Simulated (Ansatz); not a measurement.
SiO2:

```
Si O
1.0
    -2.62334    4.77675    4.44167
     2.62334   -4.77675    4.44167
     2.62334    4.77675   -4.44167
Si O
4 8
Direct
  0.26034 0.84494 0.41540
  0.07045 0.15506 0.91540
  0.73966 0.15506 0.58460
  0.92955 0.84494 0.08460
  0.50000 0.00000 0.50000
  0.00000 0.00000 0.00000
  0.79318 0.00000 0.29318
  0.20682 0.50000 0.20682
  0.20682 0.00000 0.70682
  0.79318 0.50000 0.79318
  0.86931 0.11931 0.75000
  0.13069 0.88069 0.25000
```

The cell comes from a database or a generator and needn't be the stable form of this composition.

Base run:

* Program: Ansatz 0.2.0
* Functional: r2SCAN
* Potentials or basis: Ansatz PAW
* Cutoff: 500 eV
* Density cutoff: 2000 eV
* k mesh: 6 × 6 × 6
* Occupations: fermi-dirac, width 0.05 eV
* Spin: no spin polarisation

Its results: band gap on the k mesh 6.19 eV, direct; pressure 0.1 GPa; largest force 0.060 eV/Å.

Task: The run is repeated on the same cell with these changes: functional from r2SCAN to LDA; cutoff from 500 eV to 420 eV; density cutoff from 2000 eV to 1680 eV. What comes out?

Result: Band gap on the k mesh 5.42 eV, direct; pressure -1.2 GPa; largest force 0.103 eV/Å.

r2SCAN gives the wider gap, since meta-GGAs in the generalised Kohn-Sham scheme recover part of the derivative discontinuity.

Caveats: the PAW data sets come from PBE, with cores solved anew for the run's functional, which leaves a small shift of forces and pressure.

Not every run made on this cell is shown here.
